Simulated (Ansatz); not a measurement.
# HfS2: the cost of one run

All numbers are computed with Ansatz 0.2.0 through its Python package. The levels of theory stand in the script.

### Step 1. The system

The structure is trigonal, space group P-3m1 (No. 164). The conventional cell has a = 3.640 Å, b = 3.640 Å, c = 6.056 Å, α = 90.00°, β = 90.00°, γ = 120.00°. Around Hf (site symmetry -3m) lie 6 S at 2.54 Å. S (site symmetry 3m) has 3 Hf at 2.54 Å as nearest neighbours.

The script holds or builds the structure itself.

### Step 2. The script

Input file run_paw_lapw.py:

```python
import ansatz as az
import numpy as np
import pandas as pd


def count_gap(report):
    # lowest empty less highest filled band, counting bands; zero where they overlap
    return max(report.get("gap_by_band_count_ev") or 0.0, 0.0)


def main() -> None:
    system = (
        az.Lattice.from_parameters(3.639664, 3.639664, 6.055562, alpha=90, beta=90, gamma=120)
        .space_group(164)
        .atom("Hf", (0.0, 0.0, 0.0))
        .atom("S", (2 / 3, 1 / 3, 0.763952))
    )

    model = system.calculation()
    model = model.kpoints(mesh=(6, 6, 4))
    model = model.occupations("Fixed")
    model = model.functional("pbesol").stress()
    model = model.forces()
    model = model.band_table()
    variants = {
        "PAW": model.pseudopotentials("paw"),
        "LAPW": model.pseudopotentials("all_electron", lapw=True),
    }
    rows = []
    for label, variant in variants.items():
        summary = variant.run().report
        levels = np.array(summary["eigenvalues_ev"][0]) - summary["fermi_energy_ev"]
        print(label, "levels at the first k-point near E_F:", np.round(levels[np.abs(levels) < 5], 3))
        rows.append((label, summary["n_electrons"], np.trace(summary["stress_gpa"]) / 3, float(np.abs(summary["forces_ev_ang"]).max()), count_gap(summary)))
    print(pd.DataFrame(rows, columns=["treatment", "electrons in bands", "P GPa", "max force component eV/A", "gap by band count eV"]).round(4).to_string(index=False))


if __name__ == "__main__":
    main()
```

### Step 3. Launch

Command:

```
python run_paw_lapw.py
```

What time and memory should one allow on 1 thread of Intel Xeon at 2.60GHz (Ice Lake), shared host?

About 22 s, with a peak of 0.63 GiB.
